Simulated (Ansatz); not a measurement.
# ZrB2 (AlB2 type): a single-point run

Aim: a sound single-point run of ZrB2 (AlB2 type). The structure is shown as the input types it.

Computed with Ansatz 0.2.0 (DFT PBE, spin-orbit coupling, plane waves, PAW, unless a step's input says otherwise).

1 further run of the same task is left out (it didn't finish). Runs told in other sessions of the task aren't counted.

### 1 Starting point

Symmetry: P6/mmm, No. 191, hexagonal system. Conventional cell: a = 3.171 Å, b = 3.171 Å, c = 3.542 Å, α = 90.00°, β = 90.00°, γ = 120.00°. Zr (site symmetry 6/mmm) has 12 B at 2.55 Å in its first shell of neighbours. Around B (site symmetry -6m2) lie 3 B at 1.83 Å and 6 Zr at 2.55 Å.

Coordinates:

```
CELL_PARAMETERS angstrom
3.17122 0.00000 0.00000
-1.58561 2.74636 0.00000
0.00000 0.00000 3.54193
ATOMIC_POSITIONS crystal
Zr 0.00000 0.00000 0.00000
B 0.33333 0.66667 0.50000
B 0.66667 0.33333 0.50000
```

### 2 Input and run

input.yaml reads:

```yaml
crystal:
  lattice:
    - [3.171218682019, 0.0, 0.0]
    - [-1.585609341009, 2.746355939584, 0.0]
    - [0.0, 0.0, 3.5419291061]
  atoms:
    - { symbol: Zr, position: [0.0, 0.0, 0.0] }
    - { symbol: B, position: [0.3333333333333, 0.6666666666667, 0.5] }
    - { symbol: B, position: [0.6666666666667, 0.3333333333333, 0.5] }
basis:
  ecutwfc: 420
  ecutrho_ratio: 4
kpoints:
  mp_grid: { grid: [12, 12, 10] }
hamiltonian:
  xc: pbe
scf:
  occupations: { method: methfessel_paxton, width: 5.0 }
  max_iter: 100
output:
  forces: true
  stress: true
magnetization:
  noncollinear: true
  spin_orbit: true
```

Started as:

```sh
> ansatz run input.yaml --threads 4 --pin off --max-ram 7168MiB --backend cpu --events-out ev --progress --plain --runs-dir out
```

What happens when this is run?

This run ends as converged. Convergence says nothing about whether the input makes sense.

In the input, scf.occupations.method is methfessel_paxton; scf.occupations.width is 5.0. Occupations are smeared over electronvolts, wider than many features of the bands.

The test: set scf.occupations.method to gaussian and scf.occupations.width to 0.05.
